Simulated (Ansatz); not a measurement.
# Dielectric response of CaSe (001) films, part 4 of 5

Wanted: ε of rocksalt CaSe (001) by finite fields on slabs, and the band edges against the vacuum where run.

Ansatz 0.2.0; plane-wave DFT, PBE, Ansatz PAW (set soft_1); PAW set soft_1 (the session's first sound run).

So far, gap on the k-mesh (eV): step 2 (relaxation, 6 atoms, units 3) 2.26; step 13 (single point, 10 atoms, units 5, field -0.1 V/Å) 2.11; step 15 (field on, atoms free, 10 atoms, units 5, field 0.05 V/Å) 2.16; step 16 (field on, atoms free, 10 atoms, units 5, field -0.05 V/Å) 2.16; step 18 (relaxation, 16 atoms, units 8) 2.11.

### 19. Side by side

Times are for 4 threads of Arm Neoverse N1, shared host. The series side by side:

| no. | units | gap by band count (eV) | ionisation energy, upper face (eV) | electron affinity, upper face (eV) | time | memory (GiB) |
| --- | --- | --- | --- | --- | --- | --- |
| 1 | 3 | 2.258 | 4.779 | 2.520 | 36 s | 0.78 |
| 2 | 5 | 2.167 | 4.794 | 2.627 | 76 s | 1.2 |
| 3 | 8 | 2.115 | 4.788 | 2.673 | 3.9 min | 2.0 |

The runs together. Table of valence density, planar mean by z:

| z (Å) | 3 (e/Å³) | 5 (e/Å³) | 8 (e/Å³) |
| --- | --- | --- | --- |
| 5.0 | 5.9e-5 | 6.2e-5 | 6.9e-5 |
| 5.5 | 2.1e-4 | 2.3e-4 | 2.4e-4 |
| 6.0 | 7.1e-4 | 7.6e-4 | 8.6e-4 |
| 6.5 | 0.00259 | 0.00278 | 0.00308 |
| 7.0 | 0.00924 | 0.00998 | 0.0110 |
| 7.5 | 0.0336 | 0.0365 | 0.0405 |
| 8.0 | 0.125 | 0.135 | 0.150 |
| 8.5 | 0.546 | 0.615 | 0.728 |
| 9.0 | 1.63 | 1.56 | 1.46 |
| 9.5 | 0.499 | 0.473 | 0.430 |
| 10.0 | 0.129 | 0.123 | 0.113 |
| 10.5 | 0.0726 | 0.0733 | 0.0740 |
| 11.0 | 0.145 | 0.158 | 0.174 |
| 11.5 | 0.569 | 0.627 | 0.712 |
| 12.0 | 1.65 | 1.61 | 1.53 |
| 12.5 | 0.453 | 0.422 | 0.379 |
| 13.0 | 0.120 | 0.114 | 0.106 |
| 13.5 | 0.0729 | 0.0734 | 0.0749 |
| 14.0 | 0.159 | 0.160 | 0.173 |
| 14.5 | 0.605 | 0.659 | 0.749 |
| 15.0 | 1.63 | 1.57 | 1.49 |
| 15.5 | 0.419 | 0.408 | 0.367 |
| 16.0 | 0.0996 | 0.110 | 0.103 |
| 16.5 | 0.0275 | 0.0743 | 0.0754 |
| 17.0 | 0.00755 | 0.165 | 0.182 |
| 17.5 | 0.00210 | 0.705 | 0.773 |
| 18.0 | 5.9e-4 | 1.51 | 1.48 |
| 18.5 | 1.6e-4 | 0.396 | 0.347 |
| 19.0 | 5.8e-5 | 0.109 | 0.101 |
| 19.5 | 1.1e-5 | 0.0755 | 0.0768 |
| 20.0 | -4.2e-6 | 0.189 | 0.189 |
| 20.5 | 1.1e-5 | 0.722 | 0.830 |
| 21.0 | 0 | 1.53 | 1.43 |
| 21.5 | -8.0e-6 | 0.356 | 0.330 |
| 22.0 | 8.8e-6 | 0.0888 | 0.0981 |
| 22.5 | 0 | 0.0244 | 0.0772 |
| 23.0 | -8.7e-6 | 0.00665 | 0.197 |
| 23.5 | 7.7e-6 | 0.00186 | 0.866 |

### 20. The relaxed film, single point, 16 atoms, units 8

The next thickness, treated alike, so that differences show the interior and the faces cancel.

Contents of input.yaml:

```yaml
crystal:
  lattice:
    - [4.18607214, 0.0, 0.0]
    - [0.0, 4.18607214, 0.0]
    - [0.0, 0.0, 38.72]
  atoms:
    - { symbol: Ca, position: [0.5, 0.5, 0.232623502] }
    - { symbol: Se, position: [0.0, 0.0, 0.2287594316] }
    - { symbol: Ca, position: [0.0, 0.0, 0.3064935339] }
    - { symbol: Se, position: [0.5, 0.5, 0.3076709958] }
    - { symbol: Ca, position: [0.5, 0.5, 0.3845480457] }
    - { symbol: Se, position: [0.0, 0.0, 0.3841619393] }
    - { symbol: Ca, position: [0.0, 0.0, 0.4613518189] }
    - { symbol: Se, position: [0.5, 0.5, 0.4615149766] }
    - { symbol: Ca, position: [0.5, 0.5, 0.5386481766] }
    - { symbol: Se, position: [0.0, 0.0, 0.538485037] }
    - { symbol: Ca, position: [0.0, 0.0, 0.6154519488] }
    - { symbol: Se, position: [0.5, 0.5, 0.6158380689] }
    - { symbol: Ca, position: [0.5, 0.5, 0.6935064606] }
    - { symbol: Se, position: [0.0, 0.0, 0.6923290055] }
    - { symbol: Ca, position: [0.0, 0.0, 0.7673764938] }
    - { symbol: Se, position: [0.5, 0.5, 0.771240565] }
kpoints:
  mp_grid: { grid: [6, 6, 1] }
hamiltonian:
  xc: pbe
  pseudopotentials: { kind: paw, azcp: { folder: soft_1 } }
scf:
  occupations: { method: fixed }
  convergence: { dr2_threshold: 1.0e-09 }
efield:
  axis: 3
  dipole_correction: true
  ramp_position: 0.97
  ramp_width: 0.06
output:
  eigenvalues: true
  dos: { projected: true, e_range: [-7, 7] }
  write_potential: true
  write_density: true
  volumetric_format: npy
checkpoint:
  write: end8.run
  compress: false
  write_wavefunctions: false
```

Command:

```bash
ansatz run input.yaml --threads 4 --pin off --max-ram 8192MiB --backend cpu --events-out ev --progress --plain --runs-dir out
```

Numbers of over 12 decimals in the logs are rounded to 6 here.

Log:

```text
[...]
Crystal: 16 atoms, lattice volume = 678.498 Å³
Basis set: ecut = 420 eV, 13137 PW (Γ)
Bands: 125, of which v1, the nominal top of the filled ones, is band 104 counted from 1 (103 counted from 0)
Symmetry: 8 space group operations
k-points: 10 of 36
[...]
k-point 0: bands = [... 100 lower, 2.2704, 2.2704, 2.3348, 2.3348, 4.4493, 4.5503, 4.7168, 4.9639, ... 17 higher]
  k-point 1: bands = [... 100 lower, 1.9339, 2.0285, 2.0447, 2.0601, 5.0921, 5.1742, 5.3075, 5.4996, ... 17 higher]
  k-point 2: bands = [... 100 lower, 1.5704, 1.5731, 1.6399, 1.6416, 5.9839, 5.9937, 6.2855, 6.3328, ... 17 higher]
  k-point 9: bands = [... 100 lower, 1.3357, 1.3357, 1.8118, 1.8118, 4.5377, 4.5377, 4.9030, 4.9030, ... 17 higher]
[key lines of the parts left out:]
SCF converged after 12 iterations
Free energy (F): -58319.314999 eV
Fermi energy:    2.334810 eV
Dipole field:    D = -0.000003 V/Å  (p = -0.000010 e·Å, saw-weighted, corrected)
Work function:   Φ+ = 4.7878 eV   Φ− = 4.7877 eV
```

The job ended after 82 s (4 threads of Arm Neoverse N1, shared host; peak memory 2.1 GiB).

Running mean over 2.96 Å of the planar mean; the ramp of the sawtooth is left out. Electron's electrostatic potential energy less the highest filled level against z:

| z (Å) | electron's electrostatic potential energy less the highest filled level (eV) |
| --- | --- |
| 4 | 4.79 |
| 5 | 4.78 |
| 6 | 4.65 |
| 7 | 3.17 |
| 8 | -0.694 |
| 9 | -1.90 |
| 10 | -2.04 |
| 11 | -2.06 |
| 12 | -2.01 |
| 13 | -1.85 |
| 14 | -1.89 |
| 15 | -1.97 |
| 16 | -1.91 |
| 17 | -1.94 |
| 18 | -1.98 |
| 19 | -1.89 |
| 20 | -1.92 |
| 21 | -1.99 |
| 22 | -1.92 |
| 23 | -1.93 |
| 24 | -1.96 |
| 25 | -1.83 |
| 26 | -1.91 |
| 27 | -2.02 |
| 28 | -2.12 |
| 29 | -1.96 |
| 30 | -1.81 |
| 31 | 0.341 |
| 32 | 3.92 |
| 33 | 4.72 |
| 34 | 4.78 |
| 35 | 4.79 |

The gap is 2.11 eV, with the valence edge 4.79 eV and the conduction edge 2.67 eV under the upper vacuum level.

### 21. Single point, 16 atoms, units 8, field 0.1 V/Å

input.yaml: that of step 20 with these lines changed.

```diff
@@ -29,3 +29,3 @@
   occupations: { method: fixed }
-  convergence: { dr2_threshold: 1.0e-09 }
+  convergence: { dr2_threshold: 1.0e-10 }
 efield:
@@ -35,5 +35,4 @@
   ramp_width: 0.06
+  amplitude: 0.1
 output:
-  eigenvalues: true
-  dos: { projected: true, e_range: [-7, 7] }
   write_potential: true
@@ -41,5 +40 @@
   volumetric_format: npy
-checkpoint:
-  write: end8.run
-  compress: false
-  write_wavefunctions: false
```

Log:

```text
[...]
Crystal: 16 atoms, lattice volume = 678.498 Å³
Basis set: ecut = 420 eV, 13137 PW (Γ)
Bands: 125, of which v1, the nominal top of the filled ones, is band 104 counted from 1 (103 counted from 0)
Symmetry: 8 space group operations
k-points: 10 of 36
[...]
k-point 0: bands = [... 100 lower, 2.2566, 2.2566, 2.4427, 2.4427, 4.3905, 4.5589, 4.7340, 4.9700, ... 17 higher]
  k-point 1: bands = [... 100 lower, 1.8977, 2.0000, 2.0874, 2.1990, 5.0225, 5.1796, 5.3254, 5.4770, ... 17 higher]
  k-point 2: bands = [... 100 lower, 1.5362, 1.5578, 1.7299, 1.8182, 5.7822, 6.1749, 6.2256, 6.2778, ... 17 higher]
  k-point 9: bands = [... 100 lower, 1.3807, 1.3807, 1.6366, 1.9899, 4.5133, 4.5133, 4.9101, 4.9101, ... 17 higher]
[key lines of the parts left out:]
SCF converged after 13 iterations
Free energy (F): -58319.324775 eV
Fermi energy:    2.442720 eV
Dipole field:    D = 0.052144 V/Å  (p = 0.195521 e·Å, saw-weighted, corrected)
```

The job ended after 83 s (4 threads; peak memory 2.1 GiB).

The dipole is 0.196 e·Å, and the gap on the mesh 1.948 eV.

### 22. Atoms held, 16 atoms, units 8, field -0.1 V/Å

input.yaml: that of step 21 with these lines changed.

```diff
@@ -35,3 +35,3 @@
   ramp_width: 0.06
-  amplitude: 0.1
+  amplitude: -0.1
 output:
```

Log:

```text
[...]
Crystal: 16 atoms, lattice volume = 678.498 Å³
Basis set: ecut = 420 eV, 13137 PW (Γ)
Bands: 125, of which v1, the nominal top of the filled ones, is band 104 counted from 1 (103 counted from 0)
Symmetry: 8 space group operations
k-points: 10 of 36
[...]
k-point 0: bands = [... 100 lower, 2.2566, 2.2566, 2.4427, 2.4427, 4.3905, 4.5589, 4.7340, 4.9700, ... 17 higher]
  k-point 1: bands = [... 100 lower, 1.8977, 2.0000, 2.0874, 2.1990, 5.0225, 5.1796, 5.3254, 5.4770, ... 17 higher]
  k-point 2: bands = [... 100 lower, 1.5362, 1.5578, 1.7299, 1.8182, 5.7822, 6.1749, 6.2256, 6.2778, ... 17 higher]
  k-point 9: bands = [... 100 lower, 1.3807, 1.3807, 1.6366, 1.9899, 4.5133, 4.5133, 4.9101, 4.9101, ... 17 higher]
[key lines of the parts left out:]
SCF converged after 13 iterations
Free energy (F): -58319.324775 eV
Fermi energy:    2.442714 eV
Dipole field:    D = -0.052144 V/Å  (p = -0.195522 e·Å, saw-weighted, corrected)
```

Elapsed: 82 s, on 4 threads; peak memory 2.1 GiB; 5.4 min of CPU time.

The dipole is -0.196 e·Å, and the gap on the mesh 1.948 eV.

### 23. Response with the atoms held, 16 atoms, units 8

This step: plane-wave DFT, PBE, Ansatz PAW (set soft_1); response to a field along the normal, atoms held; PAW set soft_1 (Ansatz 0.2.0).

Local field over the applied field, running mean. From the potentials at -0.1 and 0.1 V/Å; running mean over 2.96 Å, taken twice. Local field over applied field against z:

| z (Å) | local field over applied field |
| --- | --- |
| 4 | 0.981 |
| 5 | 0.955 |
| 6 | 0.839 |
| 7 | 0.630 |
| 8 | 0.392 |
| 9 | 0.229 |
| 10 | 0.168 |
| 11 | 0.168 |
| 12 | 0.176 |
| 13 | 0.179 |
| 14 | 0.178 |
| 15 | 0.177 |
| 16 | 0.177 |
| 17 | 0.177 |
| 18 | 0.177 |
| 19 | 0.177 |
| 20 | 0.177 |
| 21 | 0.177 |
| 22 | 0.177 |
| 23 | 0.177 |
| 24 | 0.177 |
| 25 | 0.178 |
| 26 | 0.179 |
| 27 | 0.174 |
| 28 | 0.166 |
| 29 | 0.176 |
| 30 | 0.264 |
| 31 | 0.455 |
| 32 | 0.696 |
| 33 | 0.881 |
| 34 | 0.971 |

The induced dipole is that of a conductor 20.19 Å thick.

### 24. Relaxing in the field, 16 atoms, units 8, field 0.05 V/Å

This step: plane-wave DFT, PBE, Ansatz PAW (set soft_1); PAW set soft_1 (Ansatz 0.2.0).

The same pair of relaxations in the field for this thickness.

input.yaml: that of step 22 with these lines changed.

```diff
@@ -35,3 +35,6 @@
   ramp_width: 0.06
-  amplitude: -0.1
+  amplitude: 0.05
+relax:
+  f_tol: 0.0006
+  max_steps: 70
 output:
```

Log:

```text
[...]
Crystal: 16 atoms, lattice volume = 678.498 Å³
Basis set: ecut = 420 eV, 13137 PW (Γ), exchange–correlation on 60×60×540 points (8 copies of the dense FFT grid, shifted against one another)
Bands: 125, of which v1, the nominal top of the filled ones, is band 104 counted from 1 (103 counted from 0)
Symmetry: 8 space group operations
k-points: 10 of 36
[...]
- { symbol: Se, position: [0.5, 0.5, 0.461476] }
    - { symbol: Ca, position: [0.5, 0.5, 0.538697] }
    - { symbol: Se, position: [0, 0.0, 0.538446] }
    - { symbol: Ca, position: [0, 0.0, 0.615507] }
    - { symbol: Se, position: [0.5, 0.5, 0.615801] }
    - { symbol: Ca, position: [0.5, 0.5, 0.693549] }
    - { symbol: Se, position: [0, 0.0, 0.692304] }
    - { symbol: Ca, position: [0, 0.0, 0.767446] }
    - { symbol: Se, position: [0.5, 0.5, 0.771152] }
[key lines of the parts left out:]
SCF converged after 5 iterations
Free energy (F): -58319.317774 eV
Fermi energy:    2.343792 eV
Dipole field:    D = 0.029489 V/Å  (p = 0.110571 e·Å, saw-weighted, corrected)
```

Run time: 2.8 min. Hardware: 4 threads; peak memory 2 GiB; 11 min of CPU time.

The relaxation took 4 steps and lowered the energy by 3.2e-4 eV; the largest force on the free atoms ends at 1.6e-4 eV/Å.

The dipole is 0.111 e·Å, and the gap on the mesh 2.102 eV.

### 25. Field on, atoms free, 16 atoms, units 8, field -0.05 V/Å

The opposite sign, again from the field-free geometry; the difference of the two cancels what relaxes without a field.

input.yaml: that of step 24 with these lines changed.

```diff
@@ -35,3 +35,3 @@
   ramp_width: 0.06
-  amplitude: 0.05
+  amplitude: -0.05
 relax:
```

Log:

```text
[...]
Crystal: 16 atoms, lattice volume = 678.498 Å³
Basis set: ecut = 420 eV, 13137 PW (Γ), exchange–correlation on 60×60×540 points (8 copies of the dense FFT grid, shifted against one another)
Bands: 125, of which v1, the nominal top of the filled ones, is band 104 counted from 1 (103 counted from 0)
Symmetry: 8 space group operations
k-points: 10 of 36
[...]
- { symbol: Se, position: [0.5, 0.5, 0.461554] }
    - { symbol: Ca, position: [0.5, 0.5, 0.538602] }
    - { symbol: Se, position: [0, 0.0, 0.538524] }
    - { symbol: Ca, position: [0, 0.0, 0.615403] }
    - { symbol: Se, position: [0.5, 0.5, 0.615895] }
    - { symbol: Ca, position: [0.5, 0.5, 0.693474] }
    - { symbol: Se, position: [0, 0.0, 0.692350] }
    - { symbol: Ca, position: [0, 0.0, 0.767315] }
    - { symbol: Se, position: [0.5, 0.5, 0.771335] }
[key lines of the parts left out:]
SCF converged after 6 iterations
Free energy (F): -58319.317774 eV
Fermi energy:    2.343810 eV
Dipole field:    D = -0.029489 V/Å  (p = -0.110572 e·Å, saw-weighted, corrected)
```

The job ended after 2.8 min (4 threads; peak memory 2 GiB).

The relaxation took 4 steps and lowered the energy by 3.2e-4 eV; the largest force on the free atoms ends at 2.9e-4 eV/Å.

The dipole is -0.111 e·Å, and the gap on the mesh 2.102 eV.

### 26. Response with the atoms relaxed, 16 atoms, units 8

This step: plane-wave DFT, PBE, Ansatz PAW (set soft_1); response to a field along the normal, atoms relaxed; PAW set soft_1 (Ansatz 0.2.0).

Local field over the applied field, running mean. From the potentials at -0.05 and 0.05 V/Å; running mean over 2.96 Å, taken twice. Local field over applied field against z:

| z (Å) | local field over applied field |
| --- | --- |
| 4 | 0.983 |
| 5 | 0.942 |
| 6 | 0.828 |
| 7 | 0.571 |
| 8 | 0.307 |
| 9 | 0.0887 |
| 10 | 0.0349 |
| 11 | 0.0475 |
| 12 | 0.0859 |
| 13 | 0.0957 |
| 14 | 0.0866 |
| 15 | 0.0715 |
| 16 | 0.0711 |
| 17 | 0.0738 |
| 18 | 0.0790 |
| 19 | 0.0810 |
| 20 | 0.0809 |
| 21 | 0.0783 |
| 22 | 0.0736 |
| 23 | 0.0716 |
| 24 | 0.0744 |
| 25 | 0.0879 |
| 26 | 0.0945 |
| 27 | 0.0746 |
| 28 | 0.0474 |
| 29 | 0.0416 |
| 30 | 0.138 |
| 31 | 0.368 |
| 32 | 0.648 |
| 33 | 0.870 |
| 34 | 0.966 |

The induced dipole is that of a conductor 22.84 Å thick.

### 27. Electronic ε from the series

This step: plane-wave DFT, PBE, Ansatz PAW (set soft_1); permittivity from the thickness series, atoms held; PAW set soft_1 (Ansatz 0.2.0).

Each added layer adds t(1 − 1/ε) to the dipole term, so the slope against thickness gives ε without a choice of where the film ends.

Numbers from this step:

```yaml
slope: 0.8211
intercept_of_the_fit: 2.940 Å
eps_of_the_interior: 5.591
```

The equivalent conductor thickness by distance between the outer atoms:

| distance between the outer atoms (Å) | equivalent conductor thickness (Å) |
| --- | --- |
| 6.06 | 7.92 |
| 12.04 | 12.8 |
| 21.00 | 20.2 |

By hand, from the thinnest and the thickest film: slope = (20.190 − 7.919) / (21.005 − 6.060) = 0.821, so ε = 1/(1 − 0.821) = 5.59.

### 28. Static ε from the series

This step: plane-wave DFT, PBE, Ansatz PAW (set soft_1); permittivity from the thickness series, atoms relaxed; PAW set soft_1 (Ansatz 0.2.0).

The same fit for the relaxed films. The nearer its slope lies to 1, the more ε hangs on small errors.

This step gave:

- slope: 0.9169
- intercept of the fit: 3.566 Å
- ε of the interior: 12.03

The equivalent conductor thickness by distance between the outer atoms:

| distance between the outer atoms (Å) | equivalent conductor thickness (Å) |
| --- | --- |
| 6.06 | 9.14 |
| 12.05 | 14.6 |
| 21.00 | 22.8 |

By hand, from the thinnest and the thickest film: slope = (22.836 − 9.138) / (21.005 − 6.060) = 0.917, so ε = 1/(1 − 0.917) = 12.0. One nm of such a film has the capacitance of 3.9/12.0 = 0.33 nm of SiO₂ (its equivalent oxide thickness).

### 29. The bulk crystal

This step: plane-wave DFT, PBE, Ansatz PAW (set soft_1); PAW set soft_1 (Ansatz 0.2.0).

System of this step: rocksalt CaSe. It takes space group Fm-3m (No. 225, cubic). Conventional cell: a = 5.920 Å, b = 5.920 Å, c = 5.920 Å, α = 90.00°, β = 90.00°, γ = 90.00°. Ca has 6 Se at 2.96 Å nearest. Se has 6 Ca at 2.96 Å nearest. Farther neighbours and most contacts between anions are not listed.

Band edges are better read in the bulk than in a thin slab, where confinement and surface states shift them. The bulk run gives them against its mean potential.

Contents of input.yaml:

```yaml
crystal:
  lattice:
    - [0.0, 2.96, 2.96]
    - [2.96, 0.0, 2.96]
    - [2.96, 2.96, 0.0]
  atoms:
    - { symbol: Ca, position: [0.0, 0.0, 0.0] }
    - { symbol: Se, position: [0.5, 0.5, 0.5] }
kpoints:
  mp_grid: { grid: [8, 8, 8] }
  band_path: { path: [VBM, CBM], npoints: 1 }
hamiltonian:
  xc: pbe
  pseudopotentials: { kind: paw, azcp: { folder: soft_1 } }
scf:
  occupations: { method: fixed }
  convergence: { dr2_threshold: 1.0e-09 }
output:
  eigenvalues: true
checkpoint:
  write: bulk.run
  compress: false
  write_wavefunctions: false
```

Log:

```text
[...]
Crystal: 2 atoms, lattice volume = 51.869 Å³
Basis set: ecut = 420 eV, 965 PW (Γ)
Bands: 17, of which v1, the nominal top of the filled ones, is band 13 counted from 1 (12 counted from 0)
Symmetry: 48 space group operations
[...]
k-points: 29 of 512
[...]
SCF iter   1: F=—  HF=-7291.136401 eV  |F-HF|=—  |Δ(HF+E_count)|=         —  Δρ=6.16e-2  dr2=3.27e0  ethr=3.10e-3  ⟨swp⟩=4.3  Hψ=2289  notcnv=0  defer=18
[...]
SCF iter   9: F=-7290.011748 eV  HF=-7290.011748 eV  |F-HF|=4.60e-10  |Δ(HF+E_count)|=   6.11e-8  Δρ=8.60e-7  dr2=4.81e-10  ethr=3.85e-12  ⟨swp⟩=4.7  Hψ=2543  notcnv=0
SCF 1 converged in 9 iterations: F = -7290.011748 eV  dr2 = 4.81e-10
[...]
SCF converged after 9 iterations
Free energy (F): -7290.011748 eV
[...]
Internal energy: -7290.011748 eV  (E = F + TS)
E sigma→0 (E₀):  -7290.011748 eV
Fermi energy:    6.866016 eV
[...]
--- Band table (eV; the first three rows and the last of 29) ---
  k-point 0: bands = [... 9 lower, -4.9234, 6.8660, 6.8660, 6.8660, 10.1995, 10.5781, 10.5781, 10.5781]
  k-point 1: bands = [... 9 lower, -4.8317, 6.1029, 6.6284, 6.6284, 10.4781, 10.7885, 10.7885, 11.1790]
  k-point 2: bands = [... 9 lower, -4.5990, 4.8722, 6.1715, 6.1715, 10.5942, 11.3022, 11.3022, 12.5315]
  k-point 28: bands = [... 9 lower, -4.2615, 4.8926, 4.8926, 5.2010, 11.2676, 11.2676, 12.1085, 12.5907]
```

Run time: 1.8 s. Hardware: 4 threads; peak memory 0.3 GiB.

This step gave:

* gap on the k-mesh: 2.038 eV
* gap along the path: 2.038 eV
* smallest direct gap along the path: 2.969 eV
* gap, the smaller of path and mesh: 2.038 eV

The gap is 2.04 eV.

### 30. Band edges against the vacuum, levels PBE

This step: plane-wave DFT, PBE, Ansatz PAW (set soft_1); band edges against the vacuum, bulk levels by PBE; PAW set soft_1 (Ansatz 0.2.0).

System of this step: CaSe (001), 8 units. The cell holds 16 atoms: 8 Ca and 8 Se. Cell: a = 4.186 Å, b = 4.186 Å, c = 38.720 Å, α = 90.0°, β = 90.0°, γ = 90.0°. It derives from CaSe (rocksalt CaSe). Vacuum lies along c.

The averaged potential in the middle of the thickest slab ties the bulk's levels to the vacuum level.

Contents of align.yaml:

```yaml
surface:
  bulk: { run: bulk.run }
  slab: { run: end8.run, axis: 3 }
  face: plus
  period: 2.96
```

Command:

```bash
ansatz align-bands align.yaml -- --threads 4 --pin off
```

Log:

```text
plus face
ionisation energy 4.709 eV
electron affinity 2.670 eV
  bulk: levels by pbe on the potential of pbe; from 17.88 to 20.84 Å its average varies by 0.1143 eV and climbs by +0.0000; the bulk's density to 0.90 % (its layers are strained against the bulk's: take a thicker slab or side, or run the bulk at their strain)
  vacuum: slopes by 0.0000 eV/Å; line-up 6.7203 eV
  the slab's own level stands -0.079 eV from the bulk's
  of the slab's run: its band edges are its mesh's, and a band can turn off it. A run with kpoints.band_path: { path: [VBM, CBM], npoints: 1 } finds the zone's; the potential's macroscopic average varies by 0.1143 eV from 17.880 to 20.840 Å, more than 0.03 eV: the crystal is too thin there to have an interior, or the window reaches out of it, or the period is not the layers'
```

The job ended after 0.08 s (4 threads).

This step gave:

| Item | Value |
| --- | --- |
| ionisation energy | 4.709 eV |
| electron affinity | 2.670 eV |
| slab level shift | -0.07916 eV |

Check by hand: ionisation energy less affinity, 4.71 − (2.67) = 2.04 eV, is the bulk gap at this level.

The program warns that the averaged potential varies by 0.11 eV in the slab's middle, which these edges carry as an error.

[end of part 4 of 5]

[Logs are printed without paths, hosts, clocks, repeated set-up lines and the standing remarks that a program may print on its own settings, such as how far it seeks lower states.]

[Hosts, paths, dates, database ids (printed as entryN), source tags and the programs' standing remarks are cut or masked in the printed files.]

[Maps of the electrostatic potential energy from Ansatz leave out the sawtooth potential of an applied field or a dipole correction, so their vacuum need not be flat; planar profiles and work functions include it.]
